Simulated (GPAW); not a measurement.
A run of GPAW 26.7.0 is set up as follows.

The input run.py:

```python
from ase.calculators.mixing import SumCalculator
from ase.eos import EquationOfState
from ase.io import Trajectory, read
from ase.units import GPa
from dftd4.ase import DFTD4
from gpaw import GPAW, PW

atoms = read('BAs.cif')

traj = Trajectory('eos.traj', 'w')
volumes, energies = [], []
for x in [0.94, 0.96, 0.98, 1.0, 1.02, 1.04, 1.06]:
    a = atoms.copy()
    a.set_cell(atoms.cell * x**(1 / 3), scale_atoms=True)
    calc = GPAW(mode=PW(800),
                xc='PBE',
                kpts={'size': (8, 8, 8), 'gamma': True},
                occupations={'name': 'fermi-dirac', 'width': 0.05},
                nbands=11,
                convergence={'density': 1e-05, 'energy': 1e-05},
                maxiter=150,
                txt=f'eos-{x:.2f}.txt')
    a.calc = SumCalculator([calc, DFTD4(method='pbe')])
    energies.append(a.get_potential_energy())
    volumes.append(a.get_volume())
    p = -a.get_stress()[:3].mean() / GPa
    calc.write(f'eos-{x:.2f}.gpw')
    traj.write(a)
    print(f'{x:.2f} {volumes[-1]:10.4f} A^3 {energies[-1]:14.6f} eV {p:9.3f} GPa', flush=True)

v0, e0, B = EquationOfState(volumes, energies, eos='birchmurnaghan').fit()
print(f'V0 = {v0:.4f} A^3, E0 = {e0:.6f} eV, B0 = {B / GPa:.2f} GPa')
```

Contents of BAs.cif:

```cif
data_BAs
_cell_length_a 3.37784909
_cell_length_b 3.37784909
_cell_length_c 3.37784909
_cell_angle_alpha 60.00000000
_cell_angle_beta 60.00000000
_cell_angle_gamma 60.00000000
_space_group_name_H-M_alt 'P1'
_space_group_name_Hall 'P 1'
_space_group_IT_number 1
loop_
_space_group_symop_operation_xyz
'x,y,z'
loop_
_atom_site_label
_atom_site_type_symbol
_atom_site_symmetry_multiplicity
_atom_site_Wyckoff_symbol
_atom_site_fract_x
_atom_site_fract_y
_atom_site_fract_z
_atom_site_occupancy
As1 As 1 a 0.7500000000 0.7500000000 0.7500000000 1
B1 B 1 a 0.0000000000 0.0000000000 0.0000000000 1
```

Potentials or basis: GPAW PAW data sets (gpaw-data 1.2.1), pw.

Launch:

```bash
$ OMP_NUM_THREADS=1 python run.py
```

(1) What does it give for the bulk modulus?

(2) What does it give for the equilibrium volume?

Answers

(1) 141 GPa.

(2) 13.53 Å³/atom.

**Experimental background.**

“Basic Physical Properties of Cubic Boron Arsenide”, 2019, arxiv:1911.11281 quotes, for a bulk crystal of BAs: bulk modulus 148 GPa.

Against the measured bulk modulus of BAs, 148 GPa (quoted in “Basic Physical Properties of Cubic Boron Arsenide”, 2019, arxiv:1911.11281), the calculated 141 GPa is off by -4.8 %. The fit is for a static lattice scaled at fixed shape and fixed fractional positions.
